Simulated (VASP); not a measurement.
Input of a VASP 6.6.1 run:

INCAR

```
SYSTEM = GaAs
PREC = Accurate
ENCUT = 600
EDIFF = 1E-8
ISMEAR = 0
SIGMA = 0.02
LREAL = .FALSE.
LASPH = .TRUE.
NELM = 80
ALGO = Normal
ISIF = 2
LWAVE = .FALSE.
LCHARG = .FALSE.
GGA = PE
LEFG = .TRUE.
```

KPOINTS

```
regular mesh
0
G
  12 12 12
  0 0 0
```

File POSCAR:

```
GaAs
1.0
    0.0000000000      2.8194337500      2.8406325000
    2.8194337500      0.0000000000      2.8406325000
    2.8194337500      2.8194337500      0.0000000000
Ga As
1 1
Direct
    0.0000000000      0.0000000000      0.0000000000
    0.2500000000      0.2500000000      0.2500000000
```

Potentials or basis: VASP PAW PBE potentials, release 64 (Ga_d, As).

The run is started by

```bash
$ cat potpaw_PBE.64/Ga_d/POTCAR potpaw_PBE.64/As/POTCAR > POTCAR
$ mpirun -np 1 vasp_std > vasp.out
```

(1) Predict the pressure.

(2) Estimate the band gap on the k mesh.

Answers

(1) 3.5 GPa.

(2) 0.51 eV, direct.
